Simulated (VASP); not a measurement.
Bi in VASP: convergence with SIGMA

Input of the first run (SIGMA 0.3 eV); the others differ in this setting and in those tied to it:

INCAR

```
SYSTEM = Bi
ALGO = Normal
EDIFF = 1E-6
ENCUT = 600
ISIF = 2
ISMEAR = -1
LASPH = .TRUE.
LCHARG = .FALSE.
LMIXTAU = .TRUE.
LREAL = .FALSE.
LWAVE = .FALSE.
METAGGA = R2SCAN
NBANDS = 14
NELM = 60
PREC = Accurate
SIGMA = 0.3
```

File KPOINTS:

```
k-points
0
G
  9 9 9
  0 0 0
```

POSCAR

```
Bi
1.0
   -1.9814305318      1.9814305318      1.9814305318
    1.9814305318     -1.9814305318      1.9814305318
    1.9814305318      1.9814305318     -1.9814305318
Bi
1
Direct
    0.0000000000      0.0000000000      0.0000000000
```

Potentials or basis: VASP PAW PBE potentials, release 64 (Bi_d_GW).

The run is started by

```bash
$ cat potpaw_PBE.64/Bi_d_GW/POTCAR > POTCAR
$ mpirun -np 1 vasp_std > vasp.out
```

This isn't the form of Bi at room conditions, which is rhombohedral.

Hardware: 1 thread of Intel(R) Xeon(R) Platinum 8559C (Emerald Rapids) (shared host).

Task: The values tried are 0.3 eV, 0.2 eV, 0.15 eV, 0.1 eV, 0.05 eV, 0.02 eV, 0.01 eV, loosest first. From which on does the pressure stay within 0.1 GPa of the tightest run that finished?

Result: From 0.2 eV on.

| SIGMA | energy less the tightest run, at zero smearing (meV/atom) | pressure (GPa) | SCF cycles | CPU time (s) | peak memory (GiB) |
| --- | --- | --- | --- | --- | --- |
| 0.3 eV | 8.82 | 0.36 | 18 | 64 | 0.18 |
| 0.2 eV | 3.65 | 0.06 | 18 | 95 | 0.18 |
| 0.15 eV | 0.99 | -0.01 | 18 | 70 | 0.19 |
| 0.1 eV | -0.78 | 0.00 | 19 | 86 | 0.18 |
| 0.05 eV | -0.79 | 0.05 | 19 | 93 | 0.19 |
| 0.02 eV | -0.16 | 0.06 | 19 | 82 | 0.18 |
| 0.01 eV | 0.00 | 0.05 | 19 | 88 | 0.18 |

Against the tightest run, the energy stays within 1 meV/atom from 0.15 eV on. Narrower smearing needs a denser k mesh, so at a fixed mesh the narrowest width isn't the most accurate. The tightest run that finished is the yardstick and may itself not be fully converged.

Caveat, for the tightest run too: the PAW data sets were made with another functional, which shifts forces and pressure a little.
